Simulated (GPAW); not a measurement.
Ge:

```xyz
2
Lattice="0.0000 2.8289 2.8289 2.8289 0.0000 2.8289 2.8289 2.8289 0.0000" Properties=species:S:1:pos:R:3 pbc="T T T"
Ge    4.2434    4.2434    4.2434
Ge    2.8289    2.8289    2.8289
```

| Item | Value |
| --- | --- |
| Program | GPAW 26.7.0 |
| Task | single point |
| Functional | PBEsol |
| Potentials or basis | PAW data sets generated in the run's folder for this functional |
| Cutoff | 600 eV |
| Basis | pw |
| k mesh | 8 × 8 × 8 |
| Occupations | fermi-dirac, width 0.05 eV |
| Spin | no spin polarisation |

On this cell: pressure 0.9 GPa; largest force zero by symmetry; band gap on the k mesh 0.04 eV, direct.

The same run follows on a disturbed copy (atoms moved at random, drawn with an rms of 0.05 Å):

```xyz
2
Lattice="0.0000 2.8289 2.8289 2.8289 0.0000 2.8289 2.8289 2.8289 0.0000" Properties=species:S:1:pos:R:3 pbc="T T T"
Ge    4.2054    4.2838    4.2270
Ge    2.8276    2.8391    2.7804
```

Problem. What does the disturbed cell give?

Solution. The energy moves by +9.9 meV/atom; pressure 1.1 GPa; largest force 0.713 eV/Å; band gap on the k mesh none (metal or under the smearing width).

Forces on the atoms (eV/Å):
```
Ge   0.448 -0.382 -0.402
Ge  -0.448  0.382  0.402
```

Stress tensor (GPa, compression positive):
```
 1.09 -1.14 -1.08
-1.14  1.11  1.28
-1.08  1.28  1.10
```
